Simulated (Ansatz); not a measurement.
How settings move the G0W0 gap of MoS₂ (P-6m2)

A 3-atom cell of MoS₂ (P-6m2) from a materials database, relaxed with r2SCAN+rVV10; one-shot G0W0 in Ansatz without spin-orbit coupling. The values are computed, spin-unpolarised, and not measurements.

```cif
data_structure
_symmetry_space_group_name_H-M 'P 1'
_symmetry_Int_Tables_number 1
_cell_length_a 3.1711
_cell_length_b 3.1711
_cell_length_c 6.8097
_cell_angle_alpha 90.000
_cell_angle_beta 90.000
_cell_angle_gamma 120.000
_cell_volume 59.30
loop_
_atom_site_label
_atom_site_type_symbol
_atom_site_fract_x
_atom_site_fract_y
_atom_site_fract_z
_atom_site_occupancy
Mo1 Mo 0.00000 0.00000 0.00000 1
S1 S 0.33333 0.66667 0.22857 1
S2 S 0.33333 0.66667 0.77143 1
```

Gaps are read over the mesh points alone. G0W0 values are finite-basis, finite-mesh values.
```
 start       potentials      frequency model   mesh  empty bands  screening cutoff (eV)  Kohn-Sham gap (eV)  G0W0 gap (eV)       rough cost
r2SCAN              PAW  contour deformation  6×6×2           96                     80                1.34           1.74  60 core-seconds
r2SCAN              PAW  contour deformation  6×6×2          223                    140                1.34           1.79   5 core-minutes
r2SCAN              PAW  contour deformation  6×6×2          409                    210                1.34           1.81  21 core-minutes
 HSE06              PAW  contour deformation  6×6×2          223                    140                1.76           1.95   7 core-minutes
   LDA              PAW  contour deformation  6×6×2          223                    140                1.23           1.67   4 core-minutes
   PBE              PAW  contour deformation  6×6×2          223                    140                1.27           1.71   4 core-minutes
r2SCAN              PAW     Godby-Needs pole  6×6×2          223                    140                1.34           1.81   6 core-minutes
r2SCAN              PAW  contour deformation  9×9×4           96                     80                1.34           1.81   8 core-minutes
r2SCAN  norm-conserving  contour deformation  6×6×2          223                    140                1.35           1.79   8 core-minutes
```

Over the mesh points the r2SCAN gap of 1.34 eV becomes a quasiparticle gap of 1.81 eV (A to Γ–K (0.50 of the way from Γ)), a change of +0.47 eV. Renormalisation factors Z lie between 0.70 and 0.75.

Raising bands and cutoff together moves the gap by +0.05 eV (80 to 140 eV), then +0.02 eV (140 to 210 eV); the last step is small, which bounds nothing strictly. Starting from HSE06 (1.76 eV against r2SCAN's 1.34 eV) gives 1.95 eV, +0.16 eV from G0W0@r2SCAN at the same screening cutoff. Starting from LDA (1.23 eV against r2SCAN's 1.34 eV) gives 1.67 eV, -0.12 eV from G0W0@r2SCAN at the same screening cutoff. Starting from PBE (1.27 eV against r2SCAN's 1.34 eV) gives 1.71 eV, -0.08 eV from G0W0@r2SCAN at the same screening cutoff. The Godby-Needs plasmon pole differs from contour deformation by +0.02 eV. A 9×9×4 mesh in place of 6×6×2 changes the opening over r2SCAN by +0.07 eV (the gap on the mesh by +0.07 eV). Norm-conserving potentials (wave cutoff 1088 eV against 500 eV) shift the quasiparticle gap by 0.00 eV and the r2SCAN gap by +0.01 eV. r2SCAN runs take a wave cutoff of 500 eV.
